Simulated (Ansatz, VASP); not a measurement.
**Two plane-wave programs on SnSe**

```
Sn Se
1.0
     0.00000    3.06903    3.06903
     3.06903    0.00000    3.06903
     3.06903    3.06903    0.00000
Sn Se
1 1
Direct
  0.00000 0.00000 0.00000
  0.50000 0.50000 0.50000
```

Measurements of this composition are mostly on another form, of space group No. 62.

Alike in both runs: task single point; functional PBE; dispersion D4; k mesh 8 × 8 × 8; occupations fermi-dirac, width 0.05 eV; no spin polarisation.

```csv
,VASP,Ansatz
version,VASP 6.6.1,Ansatz 0.2.0
potentials or method,"VASP PAW PBE potentials, release 64 (Sn_d, Se)",Ansatz PAW
plane-wave cutoff (eV),520,420
valence electrons in the cell,20,30
```

|  | VASP | Ansatz | Ansatz less VASP |
| --- | --- | --- | --- |
| gap on the k mesh at the Fermi level (eV) | 0.34 | 0.34 | -0.001 |
| least direct gap on the mesh (eV) | 0.34 | 0.34 | -0.001 |
| pressure (GPa) | 0.4 | 0.4 | +0.02 |
| dispersion energy (meV/atom) | -382.7 | -382.9 | -0.18 |

The two sets of potentials don't hold the same shells in valence.

Caveats: spin-orbit coupling is left out, which moves the levels of the heavy elements.
